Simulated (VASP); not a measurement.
# In in VASP: a series of runs

Runs on In. Level: PBE. Tasks: single point.

All numbers are computed with VASP 6.6.1; they aren't measurements. Logs are shortened: lines on timing, memory, paths and dates and some standing lists are left out, and cuts for length are marked.

**1. The structure**

The cell holds a slab with vacuum, 3 atoms: a = 3.335 Å, b = 3.335 Å, c = 23.509 Å, α = 90.00°, β = 90.00°, γ = 120.00°.

The slab is cut from a database's or a generator's crystal, which needn't be the stable form of the element.

**2. Single point, PBE**

Contents of INCAR:

```
PREC = Accurate ; ENCUT = 460
EDIFF = 1E-7 ; ISMEAR = 1
SIGMA = 0.1 ; LREAL = False
LASPH = True ; NELM = 120
ALGO = Normal ; ISIF = 2
LWAVE = False ; LCHARG = False
LDIPOL = True ; IDIPOL = 3
DIPOL = 0.5 0.5 0.500 ; GGA = PE
NBANDS = 30 ; LVHAR = True
LVACPOTAV = True
```

Contents of KPOINTS:

```
regular mesh
0
Gamma
  11 11 1
```

Contents of POSCAR:

```
In
1.0
    3.3354847820      0.0000000000      0.0000000000
   -1.6677423910      2.8886145552      0.0000000000
    0.0000000000      0.0000000000     23.5091429200
In
3
Direct
    0.3333333300      0.6666666600      0.3828297795
    0.6666666700      0.3333333400      0.5000000000
    0.3333333300      0.6666666600      0.6171702205
```

Potentials or basis: VASP PAW PBE potentials, release 64 (In_d).

The run is started by

```
$ cat potpaw_PBE.64/In_d/POTCAR > POTCAR
$ mpirun -np 1 vasp_std > vasp.out
```

OUTCAR:

```text
PREC = Accurate
   ENCUT = 460
   EDIFF = 1E-7
   ISMEAR = 1
   LREAL = False
   LASPH = True
   NELM = 120
   ISIF = 2
   GGA = PE

 Found     16 irreducible k-points:

 Following reciprocal coordinates:
            Coordinates               Weight
  0.000000  0.000000  0.000000      1.000000
  0.090909  0.000000  0.000000      6.000000
  0.181818  0.000000  0.000000      6.000000
  0.272727  0.000000  0.000000      6.000000
  0.363636 -0.000000  0.000000      6.000000
  0.454545  0.000000  0.000000      6.000000
   k-points           NKPTS =     16   k-points in BZ     NKDIM =     16   number of bands    NBANDS=     30
   number of dos      NEDOS =    301   number of ions     NIONS =      3
   total plane-waves  NPLWV =  96768
   dimension x,y,z NGX =    24 NGY =   24 NGZ =  168
   dimension x,y,z NGXF=    48 NGYF=   48 NGZF=  336
   ions per type =               3
   NGX,Y,Z   is equivalent  to a cutoff of  11.96, 11.96, 11.88 a.u.
   NGXF,Y,Z  is equivalent  to a cutoff of  23.92, 23.92, 23.76 a.u.
 SYSTEM =  unknown system
   PREC   = accura    normal or accurate (medium, high low for compatibility)
   ISTART =      0    job   : 0-new  1-cont  2-samecut
   ICHARG =      2    charge: 1-file 2-atom 10-const
   ISPIN  =      1    spin polarized calculation?
   LNONCOLLINEAR =      F non collinear calculations
   LSORBIT =      F    spin-orbit coupling
   LASPH  =      T    aspherical Exc in radial PAW
   ENCUT  =  460.0 eV  33.81 Ry    5.81 a.u.   5.83  5.83 41.11*2*pi/ulx,y,z
   NELM   =    120;   NELMIN=  2; NELMDL= -5     # of ELM steps
   EDIFF  = 0.1E-06   stopping-criterion for ELM
   LREAL  =      F    real-space projection
   EDIFFG = 0.1E-05   stopping-criterion for IOM
   NSW    =      0    number of steps for IOM
   IBRION =     -1    ionic relax: 0-MD 1-quasi-New 2-CG
   NFREE  =      0    steps in history (QN), initial steepest desc. (CG)
   ISIF   =      2    stress and relaxation
   ISYM   =      2    0-nonsym 1-usesym 2-fastsym
   POTIM  = 0.5000    time-step for ionic-motion
   TEBEG  =    0.0;   TEEND  =   0.0 temperature during run
   PSTRESS=    0.0 pullay stress
   NELECT =      39.0000    total number of electrons
   NUPDOWN=      -1.0000    fix difference up-down
   EMIN   =  10.00;   EMAX   =-10.00  energy-range for DOS
   EFERMI =   0.00;   METHOD = LEGACY
   ISMEAR =     1;   SIGMA  =   0.10  broadening in eV -4-tet -1-fermi 0-gaus
   EFERMI_NEDOS =   21; number of points for ismear=-14 and -15
   IALGO  =     38    algorithm
   IMIX   =      4    mixing-type and parameters
     AMIX     =   0.40;   BMIX     =  1.00
     AMIX_MAG =   1.60;   BMIX_MAG =  1.00
  volume/ion in A,a.u.               =      75.50       509.52
  Fermi-wavevector in a.u.,A,eV,Ry     =   0.910754  1.721076 11.285672  0.829473
  Thomas-Fermi vector in A             =   2.034954
   LORBIT       =      0    0 simple, 1 ext, 2 COOP (PROOUT), +10 PAW based schemes
   GGA     = PE    functional components
   LHFCALC =     F    Hartree Fock is set to
   AEXX    =    0.0000 exact exchange contribution
   IVDW    =     0    specifies the selected vdW correction
   LEPSILON=     F    determine dielectric tensor
   LRPA    =     F    only Hartree local field effects (RPA)
 non-spin polarized calculation
 Methfessel and Paxton  Order N= 1 SIGMA  =   0.10
  energy-cutoff  :      460.00
  volume of cell :      226.51
 maximum number of plane-waves:      5102
 NGX is ok and might be reduce to    24
   NGX = 11   NGY = 11   NGZ = 83

 dipolmoment           0.000000      0.000000      0.000000 electrons x Angstroem

 number of electron      38.9999984 magnetization

 dipolmoment           0.000000      0.000000     -0.000000 electrons x Angstroem

 Free energy of the ion-electron system (eV)
  ---------------------------------------------------
  ext. energy  EPLUGINS =         0.00000000
  ---------------------------------------------------
  free energy    TOTEN  =        -7.35470796 eV

  energy without entropy =       -7.35573133  energy(sigma->0) =       -7.35504908

 E-fermi :   0.1176     XC(G=0):  -4.2344

 val. band max:        0.0426776404   @ k =   0.2727   0.0909   0.0000
 cond. band min:       0.1795017406   @ k =   0.4545   0.0000   0.0000
 fundamental gap:      0.1368241002
 Fermi energy:         0.1175841351

 k-point     1 :       0.0000    0.0000    0.0000
  band No.  band energies     occupation
      1     -14.5589      2.00000
      2     -14.5449      2.00000
      3     -14.5091      2.00000
      4     -14.4894      2.00000
      5     -14.4894      2.00000
      6     -14.4806      2.00000
[... 22 lines left out ...]
     29       9.2026      0.00000
     30       9.8001      0.00000

 k-point     2 :       0.0909    0.0000    0.0000
  band No.  band energies     occupation
      1     -14.5507      2.00000
      2     -14.5353      2.00000
      3     -14.5067      2.00000
      4     -14.4880      2.00000
      5     -14.4835      2.00000
      6     -14.4678      2.00000
[... 22 lines left out ...]
     29       8.1996      0.00000
     30       9.2029      0.00000

 k-point     3 :       0.1818    0.0000    0.0000
  band No.  band energies     occupation
      1     -14.5668      2.00000
      2     -14.5384      2.00000
      3     -14.4986      2.00000
      4     -14.4803      2.00000
      5     -14.4737      2.00000
      6     -14.4299      2.00000
[... 22 lines left out ...]
     29       7.1870      0.00000
     30       7.4740      0.00000

 k-point     4 :       0.2727    0.0000    0.0000
  band No.  band energies     occupation
      1     -14.6066      2.00000
      2     -14.5659      2.00000
      3     -14.5214      2.00000
      4     -14.4871      2.00000
      5     -14.4691      2.00000
      6     -14.4143      2.00000
[... 22 lines left out ...]
     29       7.1328      0.00000
     30       7.5490      0.00000

 k-point     5 :       0.3636   -0.0000    0.0000
  band No.  band energies     occupation
      1     -14.6439      2.00000
      2     -14.5931      2.00000
      3     -14.5444      2.00000
      4     -14.5328      2.00000
      5     -14.4997      2.00000
      6     -14.4294      2.00000
[... 22 lines left out ...]
     29       7.0046      0.00000
     30       7.3678      0.00000

 k-point     6 :       0.4545    0.0000    0.0000
  band No.  band energies     occupation
      1     -14.6658      2.00000
      2     -14.6078      2.00000
      3     -14.5659      2.00000
      4     -14.5573      2.00000
      5     -14.5256      2.00000
      6     -14.4393      2.00000
[... 22 lines left out ...]
     29       7.6399      0.00000
     30       7.6542      0.00000

 [... further k-points ...]

------------------------ aborting loop because EDIFF is reached ----------------------------------------

  FORCE on cell =-STRESS in cart. coord.  units (eV):
  Direction    XX          YY          ZZ          XY          YZ          ZX
  --------------------------------------------------------------------------------------
  -------------------------------------------------------------------------------------
  Total       -0.3178822     -0.3178822     -0.2646933     -0.0000000      0.0000000     -0.0000000
  in kB       -2.2484928     -2.2484928     -1.8722684     -0.0000000      0.0000000     -0.0000000
  external PRESSURE =      -2.1230846 kB  Pullay stress =       0.0000000 kB

 VOLUME and BASIS-vectors are now :
 -----------------------------------------------------------------------------
  energy-cutoff  :      460.00
  volume of cell :      226.51
      direct lattice vectors                 reciprocal lattice vectors
     3.335484782  0.000000000  0.000000000     0.299806495  0.173093360  0.000000000
    -1.667742391  2.888614555  0.000000000     0.000000000  0.346186721  0.000000000
     0.000000000  0.000000000 23.509142920     0.000000000  0.000000000  0.042536642

 POSITION                                       TOTAL-FORCE (eV/Angst)
 -----------------------------------------------------------------------------------
      0.00000      1.92574      9.00000        -0.000000      0.000000      0.047226
      1.66774      0.96287     11.75457         0.000000     -0.000000      0.000000
      0.00000      1.92574     14.50914        -0.000000     -0.000000     -0.047226
 -----------------------------------------------------------------------------------
    total drift:                                0.000000      0.000008      0.000000

  FREE ENERGIE OF THE ION-ELECTRON SYSTEM (eV)
  ---------------------------------------------------
  free  energy   TOTEN  =        -7.3547079578 eV

  energy  without entropy=       -7.3557313308  energy(sigma->0) =       -7.35504908

 vacuum level on the upper side and lower side of the slab         3.962         3.962
```

Wall time 64 s (1 thread of Intel Xeon 6975P-C (Granite Rapids), shared host); peak memory 0.29 GiB.

The run converged, but some of its settings lie outside the range that counts as converged, so its numbers aren't taken as properties of the slab.

Results:

```
Free energy                     : -7.3547 eV
Largest force                   : 0.047 eV/Å
Band gap on the k mesh          : none (metal or under the smearing width)
Work function of the upper face : 3.84 eV
Work function of the lower face : 3.84 eV
```

**3. Single point, PBE**

This run uses another cell than the first one, of 56.23 Å³/atom, 0.745 times its volume.

Edit INCAR of step 2 so:

```diff
@@ -2,3 +2,3 @@
 EDIFF = 1E-7 ; ISMEAR = 1
-SIGMA = 0.1 ; LREAL = False
+SIGMA = 0.2 ; LREAL = False
 LASPH = True ; NELM = 120
```

Contents of KPOINTS:

```
regular mesh
0
Gamma
  14 14 1
```

Contents of POSCAR:

```
In
1.0
    3.3354847820      0.0000000000      0.0000000000
   -1.6677423910      2.8886145552      0.0000000000
    0.0000000000      0.0000000000     17.5091429200
In
3
Direct
    0.3333333300      0.6666666600      0.3426781098
    0.6666666700      0.3333333400      0.5000000000
    0.3333333300      0.6666666600      0.6573218902
```

Potentials or basis: VASP PAW PBE potentials, release 64 (In_d).

The run is started by

```
$ cat potpaw_PBE.64/In_d/POTCAR > POTCAR
$ mpirun -np 1 vasp_std > vasp.out
```

Run time: 60 s. Hardware: 1 thread of Intel Xeon 6975P-C (Granite Rapids), shared host; peak memory 0.26 GiB.

The run converged, but some of its settings lie outside the range that counts as converged, so its numbers aren't taken as properties of the slab.

What came out:

```
Free energy                     : -7.3505 eV
Largest force                   : 0.087 eV/Å
Band gap on the k mesh          : none (metal or under the smearing width)
Work function of the upper face : 3.81 eV
Work function of the lower face : 3.81 eV
```

**4. Single point, PBE**

This run uses another cell than the first one, of 56.23 Å³/atom, 0.745 times its volume.

Edit INCAR of step 3 so:

```diff
@@ -1,4 +1,4 @@
-PREC = Accurate ; ENCUT = 460
+PREC = Accurate ; ENCUT = 520
 EDIFF = 1E-7 ; ISMEAR = 1
-SIGMA = 0.2 ; LREAL = False
+SIGMA = 0.1 ; LREAL = False
 LASPH = True ; NELM = 120
```

KPOINTS is that of step 3.

POSCAR is that of step 3.

Potentials or basis: VASP PAW PBE potentials, release 64 (In_d).

The run is started by

```
$ cat potpaw_PBE.64/In_d/POTCAR > POTCAR
$ mpirun -np 1 vasp_std > vasp.out
```

OUTCAR:

```text
PREC = Accurate
   ENCUT = 520
   EDIFF = 1E-7
   ISMEAR = 1
   LREAL = False
   LASPH = True
   NELM = 120
   ISIF = 2
   GGA = PE

 Found     24 irreducible k-points:

 Following reciprocal coordinates:
            Coordinates               Weight
  0.000000  0.000000  0.000000      1.000000
  0.071429  0.000000  0.000000      6.000000
  0.142857  0.000000  0.000000      6.000000
  0.214286  0.000000  0.000000      6.000000
  0.285714  0.000000  0.000000      6.000000
  0.357143  0.000000  0.000000      6.000000
   k-points           NKPTS =     24   k-points in BZ     NKDIM =     24   number of bands    NBANDS=     30
[... 281 lines left out ...]
  -------------------------------------------------------------------------------------
  Total       -0.6181238     -0.6181238      0.5377372      0.0000000      0.0000000      0.0000000
  in kB       -5.8704660     -5.8704660      5.1070155      0.0000000      0.0000000      0.0000000
  external PRESSURE =      -2.2113055 kB  Pullay stress =       0.0000000 kB

 VOLUME and BASIS-vectors are now :
 -----------------------------------------------------------------------------
  energy-cutoff  :      520.00
  volume of cell :      168.70
      direct lattice vectors                 reciprocal lattice vectors
     3.335484782  0.000000000  0.000000000     0.299806495  0.173093360  0.000000000
    -1.667742391  2.888614555  0.000000000     0.000000000  0.346186721  0.000000000
     0.000000000  0.000000000 17.509142920     0.000000000  0.000000000  0.057113018

 POSITION                                       TOTAL-FORCE (eV/Angst)
 -----------------------------------------------------------------------------------
      0.00000      1.92574      6.00000         0.000000     -0.000000     -0.102748
      1.66774      0.96287      8.75457        -0.000000      0.000000      0.000000
      0.00000      1.92574     11.50914         0.000000      0.000000      0.102748
 -----------------------------------------------------------------------------------
    total drift:                                0.000000      0.000008      0.000000

  FREE ENERGIE OF THE ION-ELECTRON SYSTEM (eV)
  ---------------------------------------------------
  free  energy   TOTEN  =        -7.3505641399 eV

  energy  without entropy=       -7.3520664871  energy(sigma->0) =       -7.35106492

 vacuum level on the upper side and lower side of the slab         5.325         5.325
```

Wall time 94 s (1 thread of Intel Xeon 6975P-C (Granite Rapids), shared host); peak memory 0.35 GiB.

These settings aren't checked as converged: the numbers below hold their error.

Results:

```yaml
Free_energy: -7.3506 eV
Largest_force: 0.103 eV/Å
Band_gap_on_the_k_mesh: none (metal or under the smearing width)
Work_function_of_the_upper_face: 3.80 eV
Work_function_of_the_lower_face: 3.80 eV
```

**5. Single point, PBE**

This run uses another cell than the first one, of 56.23 Å³/atom, 0.745 times its volume.

Edit INCAR of step 4 so:

```diff
@@ -1,2 +1,2 @@
-PREC = Accurate ; ENCUT = 520
+PREC = Accurate ; ENCUT = 460
 EDIFF = 1E-7 ; ISMEAR = 1
```

Contents of KPOINTS:

```
regular mesh
0
Gamma
  17 17 1
```

POSCAR is that of step 4.

The run is started by

```
$ cat potpaw_PBE.64/In_d/POTCAR > POTCAR
$ mpirun -np 1 vasp_std > vasp.out
```

It took 64 s on 1 thread of Intel Xeon 6975P-C (Granite Rapids), shared host; peak memory 0.29 GiB.

These settings aren't checked as converged: the numbers below hold their error.

Results:

```
Free energy                     : -7.3378 eV
Largest force                   : 0.064 eV/Å
Band gap on the k mesh          : none (metal or under the smearing width)
Work function of the upper face : 3.82 eV
Work function of the lower face : 3.82 eV
```

**6. Single point, PBE**

INCAR is that of step 5.

KPOINTS is that of step 5.

Contents of POSCAR:

```
In
1.0
    3.3354847820      0.0000000000      0.0000000000
   -1.6677423910      2.8886145552      0.0000000000
    0.0000000000      0.0000000000     23.5091429200
In
3
Direct
    0.3333333300      0.6666666600      0.3828297795
    0.6666666700      0.3333333400      0.5000000000
    0.3333333300      0.6666666600      0.6171702205
```

Potentials or basis: VASP PAW PBE potentials, release 64 (In_d).

The run is started by

```
$ cat potpaw_PBE.64/In_d/POTCAR > POTCAR
$ mpirun -np 1 vasp_std > vasp.out
```

OUTCAR:

```text
PREC = Accurate
   ENCUT = 460
   EDIFF = 1E-7
   ISMEAR = 1
   LREAL = False
   LASPH = True
   NELM = 120
   ISIF = 2
   GGA = PE

 Found     33 irreducible k-points:

 Following reciprocal coordinates:
            Coordinates               Weight
  0.000000  0.000000  0.000000      1.000000
  0.058824 -0.000000  0.000000      6.000000
  0.117647  0.000000  0.000000      6.000000
  0.176471 -0.000000  0.000000      6.000000
  0.235294  0.000000  0.000000      6.000000
  0.294118  0.000000  0.000000      6.000000
   k-points           NKPTS =     33   k-points in BZ     NKDIM =     33   number of bands    NBANDS=     30
[... 283 lines left out ...]
  -------------------------------------------------------------------------------------
  Total       -0.3420036     -0.3420036      0.3534329      0.0000000      0.0000000      0.0000000
  in kB       -2.4191114     -2.4191114      2.4999550      0.0000000      0.0000000      0.0000000
  external PRESSURE =      -0.7794226 kB  Pullay stress =       0.0000000 kB

 VOLUME and BASIS-vectors are now :
 -----------------------------------------------------------------------------
  energy-cutoff  :      460.00
  volume of cell :      226.51
      direct lattice vectors                 reciprocal lattice vectors
     3.335484782  0.000000000  0.000000000     0.299806495  0.173093360  0.000000000
    -1.667742391  2.888614555  0.000000000     0.000000000  0.346186721  0.000000000
     0.000000000  0.000000000 23.509142920     0.000000000  0.000000000  0.042536642

 POSITION                                       TOTAL-FORCE (eV/Angst)
 -----------------------------------------------------------------------------------
      0.00000      1.92574      9.00000        -0.000000      0.000000     -0.064956
      1.66774      0.96287     11.75457         0.000000     -0.000000      0.000000
      0.00000      1.92574     14.50914        -0.000000      0.000000      0.064956
 -----------------------------------------------------------------------------------
    total drift:                               -0.000000      0.000008      0.000000

  FREE ENERGIE OF THE ION-ELECTRON SYSTEM (eV)
  ---------------------------------------------------
  free  energy   TOTEN  =        -7.3388016799 eV

  energy  without entropy=       -7.3402026708  energy(sigma->0) =       -7.33926868

 vacuum level on the upper side and lower side of the slab         3.954         3.954
```

stdout:

```text
POSCAR found type information on POSCAR In
 POSCAR found :  1 types and       3 ions
 scaLAPACK will be used
 LDA part: xc-table for (Slater+PW92), standard interpolation
 POSCAR, INCAR and KPOINTS ok, starting setup
 FFT: planning ... GRIDC
 FFT: planning ... GRID_SOFT
 FFT: planning ... GRID
 WAVECAR not read
 entering main loop
 -----------------------------------------------------------------------------
|                                                                             |
|           W    W    AA    RRRRR   N    N  II  N    N   GGGG   !!!           |
|           W    W   A  A   R    R  NN   N  II  NN   N  G    G  !!!           |
|           W    W  A    A  R    R  N N  N  II  N N  N  G       !!!           |
|           W WW W  AAAAAA  RRRRR   N  N N  II  N  N N  G  GGG   !            |
|           WW  WW  A    A  R   R   N   NN  II  N   NN  G    G                |
|           W    W  A    A  R    R  N    N  II  N    N   GGGG   !!!           |
|                                                                             |
|     Did not find any points to average over, which means that no vacuum     |
|     field-free region was found. Please increase the size of  your cell     |
|     in the dimension of the dipole correction to obtain accurate            |
|     workfunction values.                                                    |
|                                                                             |
 -----------------------------------------------------------------------------
```

It took 1.8 min on 1 thread of Intel Xeon 6975P-C (Granite Rapids), shared host; peak memory 0.34 GiB.

These settings aren't checked as converged: the numbers below hold their error.

What came out:

```yaml
Free_energy: -7.3388 eV
Largest_force: 0.065 eV/Å
Band_gap_on_the_k_mesh: none (metal or under the smearing width)
Work_function_of_the_upper_face: 3.82 eV
Work_function_of_the_lower_face: 3.82 eV
```
